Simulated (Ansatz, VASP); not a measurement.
# ZnS in VASP and in Ansatz

```
Zn S
1.0
    -0.01166    2.80589    2.80689
     2.80497    0.05864    2.73659
     2.77162    2.70224    0.09199
Zn S
1 1
Direct
  0.99452 0.01463 0.00558
  0.75548 0.73537 0.74442
```

Change from the starting cell: all atoms moved at random, cell strained at random.

Alike in both runs: task single point; functional PBEsol; k mesh 10 × 10 × 10; occupations gaussian, width 0.02 eV; no spin polarisation.

|  | VASP | Ansatz |
| --- | --- | --- |
| version | VASP 6.6.1 | Ansatz 0.2.0 |
| potentials or method | VASP PAW PBE potentials, release 64 (Zn, S) | scalar-relativistic, plane waves, PAW |
| plane-wave cutoff (eV) | 520 | 420 |
| valence electrons in the cell | 18 | 18 |

Ansatz gave:

- gap on the k mesh at the Fermi level (eV): 1.73
- least direct gap on the mesh (eV): 1.73
- pressure (GPa): -3.6
- largest component of the traceless stress (GPa): 5.03
- rms of the force components (eV/Å): 0.447

Task: Which values does VASP return?

Result: gap on the k mesh at the Fermi level (eV): 1.73; least direct gap on the mesh (eV): 1.73; pressure (GPa): -3.4; largest component of the traceless stress (GPa): 5.08; rms of the force components (eV/Å): 0.450.

Atom by atom the forces differ by 0.004 eV/Å (rms over components).

Caveats: the PAW data sets were made with another functional, which shifts forces and pressure a little (VASP).
